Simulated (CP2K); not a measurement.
Crystal: InPd.

```
In Pd
1.0
     3.88353    0.00000    0.00000
     1.94176    3.36324    0.00000
     1.94176    1.12108    3.17089
In Pd
1 1
Direct
  0.00000 0.00000 0.00000
  0.50000 0.50000 0.50000
```

The cell was built by a generator and needn't be a form met in nature.

- Program: CP2K 2026.2
- Task: single point
- Functional: PBE
- Potentials or basis: POTENTIAL_UZH In GTH-PBE-q13, Pd GTH-PBE-q18; TZVP-MOLOPT-PBE-GTH basis
- Density cutoff: 6803 eV
- k mesh: 8 × 8 × 8
- Occupations: fermi-dirac, width 0.05 eV
- Spin: no spin polarisation

On this cell: pressure 1.1 GPa; largest force zero by symmetry; band gap on the k mesh none (metal or under the smearing width).

The same run follows on a disturbed copy (atoms moved at random, drawn with an rms of 0.05 Å):

```
In Pd
1.0
     3.88353    0.00000    0.00000
     1.94176    3.36324    0.00000
     1.94176    1.12108    3.17089
In Pd
1 1
Cartesian
  -0.0388 -0.0183 -0.0255
  3.9102 2.2523 1.6041
```

Problem. What does the disturbed cell give?

Solution. The energy (extrapolated to zero smearing) moves by +8.8 meV/atom; pressure 1.4 GPa; largest force 0.421 eV/Å; band gap on the k mesh none (metal or under the smearing width).

Forces on the atoms (eV/Å):
```
In   0.328  0.141  0.223
Pd  -0.328 -0.141 -0.223
```

Stress tensor (GPa, compression positive):
```
 1.35 -0.20  0.09
-0.20  1.48 -0.04
 0.09 -0.04  1.44
```

Caveats: the basis of atomic orbitals isn't converged, which shifts pressures, moduli and gaps.
